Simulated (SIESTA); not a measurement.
# NaCl under changes of volume

One of the cells (21.813 Å³/atom); the others are scaled copies at fixed shape and fractional positions:

```
CELL_PARAMETERS angstrom
0.00000 2.79406 2.79406
2.79406 0.00000 2.79406
2.79406 2.79406 0.00000
ATOMIC_POSITIONS crystal
Cl 0.50000 0.50000 0.50000
Na 0.00000 0.00000 0.00000
```

The cell is a database's computed one.

| Quantity | Value |
| --- | --- |
| Program | SIESTA 5.4.2 |
| Functional | PBE |
| Potentials or basis | PseudoDojo 0.4 standard (PBE files) |
| Basis | DZP (energy shift 0.002 Ry; radii capped at 9.5 bohr) |
| Grid cutoff | 800 Ry |
| Energy shift | 0.002 Ry |
| k mesh | 8 × 8 × 8 |
| Occupations | fermi-dirac, width 0.05 eV |
| Spin | no spin polarisation |

| volume (Å³/atom) | energy over the lowest point (meV/atom) | pressure (GPa) | gap on the mesh (eV) |
| --- | --- | --- | --- |
| 20.504 | 30.17 | 4.0 | 5.59 |
| 20.940 | 20.60 | 3.2 | 5.48 |
| 21.376 | 12.96 | 2.4 | 5.39 |
| 21.813 | 7.32 | 1.7 | 5.30 |
| 22.249 | 3.40 | 1.2 | 5.21 |
| 22.685 | ? | ? | ? |
| 23.121 | 0.00 | 0.1 | 5.05 |

Problem. What does the run at 22.685 Å³/atom give?

Solution. Energy over the lowest point 1.00 meV/atom; pressure 0.6 GPa; gap on the mesh 5.13 eV.

Worked out: A Birch-Murnaghan fit of order 3 (a polynomial in V^(-2/3)) to the other rows has its minimum at 23.23 Å³/atom, just outside them, with B0 = V·E''(V) = 25 GPa and B' = 4.1. It gives 0.99 meV/atom at 22.685 Å³/atom, against the run's 1.00, and -dE/dV = 0.6 GPa, against 0.6. A straight line through the other rows of the gap, of slope -4.47 eV per unit of ln V (its deformation potential), gives 5.13 eV, against the run's 5.13.

Energies are extrapolated to zero smearing.

Caveats: semicore shells carry a single zeta, which can move pressures by several GPa and volumes by a few percent; the basis of atomic orbitals isn't converged, which shifts pressures, moduli and gaps.

A mesh can miss the band edges.
